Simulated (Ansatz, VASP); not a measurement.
# One calculation of Mg, two programs

Contents of INCAR:

```
SYSTEM = Mg
ALGO = Normal
EDIFF = 1E-6
ENCUT = 520
ISIF = 2
ISMEAR = 0
LASPH = .True.
LCHARG = .False.
LREAL = .False.
LWAVE = .False.
NBANDS = 9
NELM = 60
PREC = Accurate
SIGMA = 0.1
```

KPOINTS

```
k-points
0
Gamma
  9 9 4
  0 0 0
```

The input POSCAR:

```
Mg
1.0
    3.0329985910      0.0000000000      0.0000000000
   -1.5164992955      2.6266538294      0.0000000000
    0.0000000000      0.0000000000      7.4033160000
Mg
2
Direct
    0.3333333300      0.6666666700      0.6658000000
    0.6666666700      0.3333333300      0.3342000000
```

Input for Ansatz:

```yaml
crystal:
  lattice:
    - [3.032998591, 0.0, 0.0]
    - [-1.5164992955, 2.6266538294, 0.0]
    - [0.0, 0.0, 7.403316]
  atoms:
    - { symbol: Mg, position: [0.33333333, 0.66666667, 0.6658] }
    - { symbol: Mg, position: [0.66666667, 0.33333333, 0.3342] }
basis:
  ecutwfc: 420
  fft_grid_basis: typed
kpoints:
  mp_grid: { grid: [9, 9, 4] }
hamiltonian:
  xc: lda
scf:
  occupations: { method: gaussian, width: 0.1 }
output:
  forces: true
  stress: true
  eigenvalues: true
  bader: true
  write_density: true
  volumetric_format: npy
```

Alike in both runs: task single point; functional LDA; k mesh 9 × 9 × 4; occupations gaussian, width 0.1 eV; no spin polarisation.

```csv
,VASP,Ansatz
version,VASP 6.6.1,Ansatz 0.2.0
potentials or method,"VASP PAW LDA potentials, release 64 (Mg)","scalar-relativistic, plane waves, PAW"
plane-wave cutoff (eV),520,420
valence electrons in the cell,4,20
```

VASP gave:

- gap on the k mesh at the Fermi level (eV): none
- rms of the force components (eV/Å): 0.267

Estimate Ansatz's values.

gap on the k mesh at the Fermi level (eV): none; rms of the force components (eV/Å): 0.273.

Atom by atom the forces differ by 0.006 eV/Å (rms over components). A gap of «none» marks a metal or a gap that the smearing closes. The two sets of potentials don't hold the same shells in valence.
